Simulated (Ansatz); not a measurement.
InSe:

```
In Se
1.0
     2.00000    1.15470    8.44000
    -2.00000    1.15470    8.44000
     0.00000   -2.30940    8.44000
In Se
2 2
Direct
  0.88860 0.88860 0.88860
  0.00000 0.00000 0.00000
  0.17190 0.17190 0.17190
  0.38350 0.38350 0.38350
```

Program: Ansatz 0.2.0. Alike in all runs: potentials or basis Ansatz PAW; cell as given; k mesh 8 × 8 × 8; smearing fermi-dirac 0.05 eV. Hardware: 2 threads of Arm Neoverse V1, on a shared host.

Task: Order these runs on this cell by their wall time, lowest first.
A. task band structure; level m-r2SCAN; spin off; cutoff (eV) 500; points for each segment of the path 14
B. task single point; level PBE; spin off; cutoff (eV) 800
C. task band structure; level LDA; spin SOC, no magnetisation; cutoff (eV) 420; points for each segment of the path 14

Result: B (23 s), A (81 s), C (240 s).
